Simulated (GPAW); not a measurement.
# ZnSe (Stilleite) (F-43m) in GPAW: settings compared

One crystal, ZnSe (Stilleite), is run at these levels: SCAN, LDA; tasks: electron localisation function, single point.

Everything below comes from runs of GPAW 26.7.0. Logs are shortened: lines on timing, memory, paths and dates and some standing lists are left out, and cuts for length are marked. The log counts tension as positive stress, the text compression.

**What was measured.**

“Alloy Disordering Effects on the Thermal Conductivity and Energy Gap Temperature Dependence of Cd1−xZnxSe Ternary Crystals Grown by the Bridgman Method”, 2023, pmc:10253836 reports, for a bulk crystal of ZnSe at 300 K: band gap 2.695 ± 0.003 eV (an exciton energy, a little under the gap).

The runs below are set against these values where they give the same quantity.

### 1 The crystal as given

The structure is cubic, space group F-43m (No. 216). Conventional cell: a = 5.668 Å, b = 5.668 Å, c = 5.668 Å, α = 90.00°, β = 90.00°, γ = 90.00°. Se (site symmetry -43m) has 4 Zn at 2.45 Å as nearest neighbours. Zn (site symmetry -43m) is surrounded by 4 Se at 2.45 Å.

### 2 Electron localisation function, SCAN

File run.py:

```python
from ase import Atoms
from ase.dft.bandgap import bandgap
from ase.io import write
from ase.units import Bohr, GPa
from gpaw import GPAW, PW
from gpaw.elf import elf_from_dft_calculation

atoms = Atoms(['Se', 'Zn'],
              cell=[[0.0, 2.8338, 2.8338],
                    [2.8338, 0.0, 2.8338],
                    [2.8338, 2.8338, 0.0]],
              scaled_positions=[[0.75, 0.75, 0.75],
                                [0.0, 0.0, 0.0]],
              pbc=True)

calc = GPAW(mode=PW(510),
            xc='MGGA_X_SCAN+MGGA_C_SCAN',
            kpts={'size': (4, 4, 4), 'gamma': True},
            occupations={'name': 'fermi-dirac', 'width': 0.01},
            nbands=18,
            convergence={'density': 1e-05, 'energy': 1e-05},
            maxiter=150,
            txt='gpaw.txt')
atoms.calc = calc
energy = atoms.get_potential_energy()
forces = atoms.get_forces()
stress = atoms.get_stress()
calc.write('gs.gpw')
write('result.traj', atoms)
print(f'Energy: {energy:.6f} eV')
print('Forces (eV/A):')
print(forces.round(4))
print('Stress (GPa):', (stress / GPa).round(3))
print('Fermi level:', round(calc.get_fermi_level(), 4), 'eV')
print(f'Gap: {bandgap(calc)[0]:.4f} eV, direct: {bandgap(calc, direct=True)[0]:.4f} eV')

# fields on the real-space grid
write('density.cube', atoms, data=calc.get_pseudo_density() * Bohr**3)
write('potential.cube', atoms, data=calc.get_electrostatic_potential())
write('elf.cube', atoms, data=elf_from_dft_calculation(calc).data)
```

Potentials or basis: GPAW PAW data sets (gpaw-data 1.2.1), pw.

Command:

```console
> OMP_NUM_THREADS=1 python run.py
```

gpaw.txt:

```text
__  _  _
 | _ |_)|_||  |
 |__||  | ||/\| - 26.7.0

Input parameters:
  mode=PW(ecut=510.0),
  convergence={'density': 1e-05, 'energy': 1e-05},
  kpts=MonkhorstPack(size=(4, 4, 4), gamma=True),
  maxiter=150,
  nbands=18,
  occupations=Occupations(name='fermi-dirac', width=0.01),
  xc=XC(name='MGGA_X_SCAN+MGGA_C_SCAN')

Diagonalizing LCAO Hamiltonian
Converting LCAO to pw mode

                    Se

       Zn

Atoms  # Å, Bohr magnetons
|   | symbol |        x |        y |        z |    initial magnetic moments |
|---|--------|----------|----------|----------|-----------------------------|
| 0 |     Se | 4.250700 | 4.250700 | 4.250700 | ( 0.0000,  0.0000,  0.0000) |
| 1 |     Zn | 0.000000 | 0.000000 | 0.000000 | ( 0.0000,  0.0000,  0.0000) |

Unit cell  # Å
| periodic |        x |        y |        z |  lengths |    angles |
|----------|----------|----------|----------|----------|-----------|
|      yes | 0.000000 | 2.833800 | 2.833800 | 4.007598 | 60.000000 |
|      yes | 2.833800 | 0.000000 | 2.833800 | 4.007598 | 60.000000 |
|      yes | 2.833800 | 2.833800 | 0.000000 | 4.007598 | 60.000000 |

Number of symmetries: 24
Symmetry operations  # r_c * U_cc + t_c -> r_c
|    | kind |            matrix            |
|----|------|------------------------------|
|  0 |  E   |  1, 0, 0,  0, 1, 0,  0, 0, 1 |
|  1 |  σ   |  1, 0, 0,  0, 0, 1,  0, 1, 0 |
|  2 |  σ   |  1, 0,-1,  0, 1,-1,  0, 0,-1 |
|  3 |  C3  |  1, 0,-1,  0, 0,-1,  0, 1,-1 |
|  4 |  C3  |  1,-1, 0,  0,-1, 1,  0,-1, 0 |
|  5 |  σ   |  1,-1, 0,  0,-1, 0,  0,-1, 1 |
|  6 |  σ   |  0, 1, 0,  1, 0, 0,  0, 0, 1 |
|  7 |  C3  |  0, 1, 0,  0, 0, 1,  1, 0, 0 |
|  8 |  C2  |  0, 1,-1,  1, 0,-1,  0, 0,-1 |
|  9 |  S4  |  0, 1,-1,  0, 0,-1,  1, 0,-1 |
| 10 |  C3  |  0, 0, 1,  1, 0, 0,  0, 1, 0 |
| 11 |  σ   |  0, 0, 1,  0, 1, 0,  1, 0, 0 |
| 12 |  S4  |  0, 0,-1,  1, 0,-1,  0, 1,-1 |
| 13 |  C3  |  0, 0,-1,  0, 1,-1,  1, 0,-1 |
| 14 |  S4  |  0,-1, 1,  1,-1, 0,  0,-1, 0 |
| 15 |  C2  |  0,-1, 1,  0,-1, 0,  1,-1, 0 |
| 16 |  C3  |  0,-1, 0,  1,-1, 0,  0,-1, 1 |
| 17 |  S4  |  0,-1, 0,  0,-1, 1,  1,-1, 0 |
| 18 |  S4  | -1, 1, 0, -1, 0, 1, -1, 0, 0 |
| 19 |  C3  | -1, 1, 0, -1, 0, 0, -1, 0, 1 |
| 20 |  C3  | -1, 0, 1, -1, 1, 0, -1, 0, 0 |
| 21 |  S4  | -1, 0, 1, -1, 0, 0, -1, 1, 0 |
| 22 |  σ   | -1, 0, 0, -1, 1, 0, -1, 0, 1 |
| 23 |  C2  | -1, 0, 0, -1, 0, 1, -1, 1, 0 |

BZ-sampling:
  Number of BZ points: 64
  Number of IBZ points: 8

  Monkhorst-Pack size: [4, 4, 4]
  Monkhorst-Pack shift: [0.125, 0.125, 0.125]

K-points  # in reciprocal-cell coordinates
|   |                                coordinates |     weight |
|---|--------------------------------------------|------------|
| 0 | (  0.00000000,   0.00000000,   0.00000000) | 0.01562500 |
| 1 | (  0.25000000,   0.25000000,   0.00000000) | 0.09375000 |
| 2 | (  0.25000000,   0.25000000,   0.25000000) | 0.12500000 |
| 3 | (  0.50000000,   0.25000000,  -0.25000000) | 0.09375000 |
| 4 | (  0.50000000,   0.25000000,   0.25000000) | 0.18750000 |
| 5 | (  0.50000000,   0.50000000,   0.00000000) | 0.04687500 |
| 6 | (  0.50000000,   0.50000000,   0.25000000) | 0.37500000 |
| 7 | (  0.50000000,   0.50000000,   0.50000000) | 0.06250000 |

Plane wave coefficients: 1243
Cutoff: 510.0 eV

Spin-components: 1 (collinear spins)
Bands:           18
Projectors:      11
Spin-degeneracy: 2
Datatype:        complex128

Parallelization:
  kpt:    1
  domain: 1
  band:   1

Density:
  Valence electrons: 18.0
  Components: 1
  Grid points: [21 21 21]
  Charge: 0.0  # |e|

Potential:
  Grid points: [21 21 21]

species:
  Se:
    name:    Selenium
    Z:       34.0
    valence: 6
    core:    28
    charge:  0.0  # [|e|]
    compensation charges:
      type: gauss
      rc: 0.27  # [Å]
      lmax: 2
    cutoffs:
      filter: 1.77  # [Å]
      core: 2.67  # [Å]
    projectors
    | kind |    occ | energy [eV] | rcut [Å] |
    |------|--------|-------------|----------|
    |   4s |  2.000 |     -17.277 |    0.847 |
    |   4p |  4.000 |      -6.512 |    1.005 |
    |    s |        |       9.935 |    0.847 |
    |    p |        |      20.699 |    1.005 |
    |    d |        |       0.000 |    0.847 |

    Using partial waves for Se as LCAO basis

  Zn:
    name:    Zinc
    Z:       30.0
    valence: 12
    core:    18
    charge:  0.0  # [|e|]
    compensation charges:
      type: gauss
      rc: 0.37  # [Å]
      lmax: 2
    cutoffs:
      filter: 2.14  # [Å]
      core: 2.28  # [Å]
    projectors
    | kind |    occ | energy [eV] | rcut [Å] |
    |------|--------|-------------|----------|
    |   4s |  2.000 |      -5.977 |    1.286 |
    |   4p |  0.000 |      -1.117 |    1.270 |
    |   3d | 10.000 |     -10.142 |    1.180 |
    |    s |        |      21.234 |    1.286 |
    |    p |        |      26.095 |    1.270 |
    |    d |        |      17.070 |    1.180 |

    Using partial waves for Zn as LCAO basis

Reference energy: -114964.858784  # eV

eigensolver:
  PPCG
  Converge bands: occupied
  niter=2

density mixing:
  MSR1-Mixer
  Pratt-step length: 0.05
  Maximum mixing coefficient: 0.75
  Old densities: 10
  SVD Regularization: 0.005
  Good broyden scale: 1.0
  Trust region scale: 1.0
  Backstep threshold: 4.0
  History deletion threshold: 6.0
  Fourier metric: weight=20.0, sigma=0.015

occupation numbers:
  Fermi-Dirac:
    width: 0.0100  # eV

poisson solver:
  ecut: 4080.0  # eV

xc functional:
  name: MGGA_X_SCAN+MGGA_C_SCAN with 2 nearest neighbor stencil

convergence criteria:
[... 6 lines left out ...]
|iter     | |      energy | eigst |  dens |
|---------|-|-------------|-------|-------|
|iter:   1| |  -34.070849 | -0.34 |       |
|iter:   2| |  -32.477822 | -1.00 | -1.27 |
|iter:   3| |  -32.962986 | -1.21 | -1.27 |
|iter:   4| |  -32.522717 | -0.84 | -1.19 |
|iter:   5| |  -32.479151 | -1.89 | -1.74 |
|iter:   6| |  -32.486928 | -3.02 | -2.11 |
|iter:   7| |  -32.486519 | -3.80 | -2.65 |
|iter:   8| |  -32.486546 | -5.02 | -3.36 |
|iter:   9| |  -32.486545c| -6.08 | -3.68 |
|iter:  10| |  -32.486545c| -7.41c| -4.87 |
|iter:  11| |  -32.486545c| -8.83c| -5.26c|

Converged in 11 steps
Energy contributions relative to reference atoms: (reference = -114964.858784)

Energy contributions:
  Kinetic:          25.434566
  Coulomb:         -21.945249
  Zero:             -0.147614
  External:          0.000000
  Xc:              -35.828248
  Entropy:          -0.000000
  Spinorbit:         0.000000
  ----------------------------
  Free energy:     -32.486545
  Extrapolated:    -32.486545

dipole moment: (-7.023586, -7.023586, -7.023586)  # |e|*Ang

Fermi level: 4.639
Eigenvalues  # (at kpt = [0.000, 0.000, 0.000])
| band index |      eig [eV] | occ [0-2] |
|------------|---------------|-----------|
|          0 |       -10.174 |     2.000 |
|          1 |        -3.104 |     2.000 |
|          2 |        -3.104 |     2.000 |
|          3 |        -3.104 |     2.000 |
|          4 |        -2.693 |     2.000 |
|          5 |        -2.693 |     2.000 |
[... 10 lines left out ...]
|         16 |        17.311 |     0.000 |
|         17 |        17.311 |     0.000 |

Gap: 1.774 eV
Transition (v -> c):
  (s=0, k=0, n=8, [0.00, 0.00, 0.00]) -> (s=0, k=0, n=9, [0.00, 0.00, 0.00])
No difference between direct/indirect transitions

Forces  # eV/Ang
|        x |       y |        z |
|----------|---------|----------|
| -0.00000 | 0.00000 | -0.00000 |  # Se   0
|  0.00000 | 0.00000 | -0.00000 |  # Zn   1

Stress tensor  # eV/Ang^3
|        x |         y |         z |
|----------|-----------|-----------|
| 0.004135 |  0.000000 |  0.000000 |
| 0.000000 |  0.004135 | -0.000000 |
| 0.000000 | -0.000000 |  0.004135 |

# Writing to gs.gpw (mode='')
```

stdout:

```text
Energy: -32.486545 eV
Forces (eV/A):
[[-0.  0. -0.]
 [ 0.  0. -0.]]
Stress (GPa): [ 0.663  0.663  0.663 -0.     0.     0.   ]
Fermi level: 4.6392 eV
Gap: 1.7742 eV, direct: 1.7742 eV
```

It took 20 s on 1 thread of AMD EPYC 7R43 (Zen 3), shared host; peak memory 0.25 GiB.

What came out:

```yaml
Free_energy: -32.4865 eV
Pressure: -0.7 GPa
Band_gap_on_the_k_mesh: 1.77 eV, direct
```

Caveat: the k mesh is coarse (spacing up to 0.48 Å⁻¹), so the values aren't converged; the cutoff is short for stress and forces, so pressures can be off by a GPa or more; the PAW data sets were made with another functional, which shifts forces and pressure a little. SCAN opens gaps a little over a GGA but as a rule still falls short of measured ones.

### 3 Single point, LDA

File run.py:

```python
from ase import Atoms
from ase.dft.bandgap import bandgap
from ase.io import write
from ase.units import GPa
from gpaw import GPAW, PW

atoms = Atoms(['Se', 'Zn'],
              cell=[[0.0, 2.8338, 2.8338],
                    [2.8338, 0.0, 2.8338],
                    [2.8338, 2.8338, 0.0]],
              scaled_positions=[[0.75, 0.75, 0.75],
                                [0.0, 0.0, 0.0]],
              pbc=True)

calc = GPAW(mode=PW(450),
            xc='LDA',
            kpts={'size': (7, 7, 7), 'gamma': True},
            occupations={'name': 'fermi-dirac', 'width': 0.05},
            nbands=18,
            convergence={'density': 1e-05, 'energy': 1e-05},
            maxiter=80,
            txt='gpaw.txt')
atoms.calc = calc
energy = atoms.get_potential_energy()
forces = atoms.get_forces()
stress = atoms.get_stress()
calc.write('gs.gpw')
write('result.traj', atoms)
print(f'Energy: {energy:.6f} eV')
print('Forces (eV/A):')
print(forces.round(4))
print('Stress (GPa):', (stress / GPa).round(3))
print('Fermi level:', round(calc.get_fermi_level(), 4), 'eV')
print(f'Gap: {bandgap(calc)[0]:.4f} eV, direct: {bandgap(calc, direct=True)[0]:.4f} eV')
```

Potentials or basis: the program's PAW data sets (release 1.2.1) made for this functional, pw.

Command:

```console
> OMP_NUM_THREADS=1 python run.py
```

Wall time 4.3 s (1 thread of INTEL XEON PLATINUM 8581C at 2.10GHz (Emerald Rapids), shared host); peak memory 0.14 GiB.

Results (log left out):

```
Free energy            : -7.4248 eV
Pressure               : -4.0 GPa
Band gap on the k mesh : 1.04 eV, direct
```

Levels at points of the mesh, in eV from the valence-band top:
| k point | band 5 | band 6 | band 7 | band 8 | band 9 | band 10 | band 11 | band 12 | band 13 | band 14 |
| --- | --- | --- | --- | --- | --- | --- | --- | --- | --- | --- |
| (0.00, 0.00, 0.00) | -6.27 | -6.27 | 0.00 | 0.00 | 0.00 | 1.04 | 5.72 | 5.72 | 5.72 | 9.66 |

Caveat: the cutoff is short for stress and forces, so pressures can be off by a GPa or more.

### 4 Against experiment

Step 3. Measured gap of ZnSe: 2.695 eV (an exciton energy, a little under the gap; 300 K; “Alloy Disordering Effects on the Thermal Conductivity and Energy Gap Temperature Dependence of Cd1−xZnxSe Ternary Crystals Grown by the Bridgman Method”, 2023, pmc:10253836). This calculation gives 1.04 eV (-1.65 eV). So large a miss can be the level of theory's own, or it may mean another phase, state or a wrong row. Spin-orbit coupling on Se is left out. The value is that of LDA, without temperature or zero-point motion. Semilocal functionals fall short of measured gaps as a rule.
